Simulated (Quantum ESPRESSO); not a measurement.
**BP in Quantum ESPRESSO: the effect of dispersion**

Crystal: BP.

```xyz
2
Lattice="0.0000 2.2690 2.2690 2.2690 0.0000 2.2690 2.2690 2.2690 0.0000" Properties=species:S:1:pos:R:3 pbc="T T T"
P     1.1345    1.1345    1.1345
B     0.0000    0.0000    0.0000
```

Alike in all runs:

| Item | Value |
| --- | --- |
| Program | Quantum ESPRESSO 7.5 |
| Task | relaxation of cell and atoms |
| Functional | revPBE |
| Potentials or basis | PseudoDojo 0.4.1 SR PBE standard |
| Cutoff | 1034 eV |
| Density cutoff | 4136 eV |
| k mesh | 10 × 10 × 10 |
| Occupations | fermi-dirac, width 0.05 eV |
| Spin | no spin polarisation |

Each run relaxes the cell or the atoms first.

Task: One run gave: relaxed volume 11.56 Å³/atom; gap on the mesh 1.28 eV. Which dispersion did it use?
A. D3(BJ)
B. D3
C. rVV10
D. D4
E. D2

Result: B.

| dispersion | relaxed volume (Å³/atom) | gap on the mesh (eV) |
| --- | --- | --- |
| none | 11.80 | 1.31 |
| D2 | 11.40 | 1.26 |
| D3 | 11.56 | 1.28 |
| D3(BJ) | 11.21 | 1.24 |
| D4 | 11.05 | 1.22 |
| rVV10 | 11.68 | 1.22 |

Caveats: the potentials were made for another functional, which shifts forces and pressure; rVV10's parameter b was fitted to another functional (some runs); the relaxation stopped at its first step, so nothing moved (some runs).

A k mesh can miss the band edges.

A gap of «none» marks a metal or a gap under the smearing width.
